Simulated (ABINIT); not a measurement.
Runs of ABINIT 10.8.3 (patched build) on BN. The structure is cubic, space group F-43m (No. 216). The conventional cell has a = 3.626 Å, b = 3.626 Å, c = 3.626 Å, α = 90.00°, β = 90.00°, γ = 90.00°. Around N (site symmetry -43m) lie 4 B at 1.57 Å. B (site symmetry -43m) is surrounded by 4 N at 1.57 Å. The cell is a database's computed one.

```csv
task,level,potentials or basis,k mesh,cutoff (eV),fine-grid cutoff,gap on the mesh (eV),pressure (GPa),V0 of scaled cells (Å³/atom),B0 (GPa)
band structure,r2SCAN,PseudoDojo NC SR PBE v0.4.1 standard,13 × 13 × 13,1361,-,(b),-1.0,-,-
equation of state,revPBE,JTH PAW PBE v2.0,13 × 13 × 13,707,1306.15 eV,-,-,6.02,361
equation of state,BLYP,JTH PAW PBE v2.0,13 × 13 × 13,707,1306.15 eV,-,-,6.06,355
single point,r2SCAN,JTH PAW PBE v2.0,8 × 8 × 8,844,1442.2 eV,(a),-2.6,-,-
equation of state,PW91,JTH PAW PBE v2.0,13 × 13 × 13,707,1306.15 eV,-,-,5.94,373
```

Alike in all rows: no spin polarisation; cell as given; smearing fermi-dirac 0.05 eV.

**Question.** Estimate the missing entries.

**Answer.** (a) 4.95; (b) 4.93.

Caveats: the PAW data sets were made with another functional, which shifts forces and pressure a little (some runs); pressures at fixed basis lie under the slope of the energies (some runs); the atomic spheres overlap (some runs); a meta-GGA on potentials with a model core is unreliable (some runs); a meta-GGA on norm-conserving files made for a GGA shifts volumes by about 1 % (some runs); the potentials were made for another functional, which shifts forces and pressure (some runs).

A k mesh can miss the band edges.

Runs at the PBE level aren't shown here.
